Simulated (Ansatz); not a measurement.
**Response of Si to small distortions**

```
CELL_PARAMETERS angstrom
0.00000 2.71547 2.71547
2.71547 0.00000 2.71547
2.71547 2.71547 0.00000
ATOMIC_POSITIONS crystal
Si 0.50000 0.50000 0.50000
Si 0.75000 0.75000 0.75000
```

Atom numbers follow the list: Si1, Si2.

The structure is an experimental refinement, used without relaxation.

Theory: DFT, PBE, all-electron PAW with datasets made for the crystal, scalar-relativistic in Ansatz 0.2.0.

Settings: a Γ-centred 11×11×11 k mesh, Fermi–Dirac smearing of 0.08 eV, cutoff 180 eV (chosen by the program for this cell), no spin polarisation.

The unchanged cell is at 1.97 GPa.

Semilocal functionals give too small gaps.

x, y and z are the Cartesian axes of the cell as listed; fractional coordinates follow a strain, and an engineering shear is twice the off-diagonal strain component.

Vzz stands for the principal value of largest size of the field-gradient tensor, whatever its axis.

(1) With this change (equal xy, yz and zx engineering shear strains of -3 %), what becomes of the energy and stress and forces and field gradients and gap?

With equal xy, yz and zx engineering shear strains of -1 %: energy change +2 meV/atom; stress change (xx, yy, zz, yz, xz, xy) 0.04, 0.04, 0.04, 1.07, 1.07, 1.07 GPa, compression positive; change of the force on Si1 (-0.105, -0.105, -0.105) eV/Å; Vzz in 10²¹ V/m²: Si1 0 → -0.39 (η = 0.00); gap on the k mesh 0.60 → 0.57 eV.

With equal xy, yz and zx engineering shear strains of +2 %: energy change +8 meV/atom; stress change (xx, yy, zz, yz, xz, xy) 0.14, 0.14, 0.14, -2.01, -2.01, -2.01 GPa, compression positive; change of the force on Si2 (-0.182, -0.182, -0.182) eV/Å; Vzz in 10²¹ V/m²: Si1 0 → 0.76 (η = 0.00); gap on the k mesh 0.60 → 0.54 eV.

With equal xy, yz and zx engineering shear strains of -2 %: energy change +8 meV/atom; stress change (xx, yy, zz, yz, xz, xy) 0.15, 0.15, 0.15, 2.19, 2.19, 2.19 GPa, compression positive; change of the force on Si1 (-0.221, -0.221, -0.221) eV/Å; Vzz in 10²¹ V/m²: Si1 0 → -0.79 (η = 0.00); gap on the k mesh 0.60 → 0.53 eV.

(2) With this change (equal xy, yz and zx engineering shear strains of +1 %), what becomes of the energy and stress and forces and field gradients and gap?

(3) With this change (equal xy, yz and zx engineering shear strains of +3 %), what becomes of the energy and stress and forces and field gradients and gap?

Results:

(1) Energy change +19 meV/atom; stress change (xx, yy, zz, yz, xz, xy) 0.33, 0.33, 0.33, 3.36, 3.36, 3.36 GPa, compression positive; change of the force on Si1 (-0.349, -0.349, -0.349) eV/Å; Vzz in 10²¹ V/m²: Si1 0 → -1.19 (η = 0.00); gap on the k mesh 0.60 → 0.48 eV.

(2) Energy change +2 meV/atom; stress change (xx, yy, zz, yz, xz, xy) 0.03, 0.03, 0.03, -1.03, -1.03, -1.03 GPa, compression positive; change of the force on Si2 (-0.095, -0.095, -0.095) eV/Å; Vzz in 10²¹ V/m²: Si1 0 → 0.39 (η = 0.00); gap on the k mesh 0.60 → 0.58 eV.

(3) Energy change +17 meV/atom; stress change (xx, yy, zz, yz, xz, xy) 0.30, 0.30, 0.30, -2.96, -2.96, -2.96 GPa, compression positive; change of the force on Si1 (0.259, 0.259, 0.259) eV/Å; Vzz in 10²¹ V/m²: Si1 0 → 1.14 (η = 0.00); gap on the k mesh 0.60 → 0.49 eV.
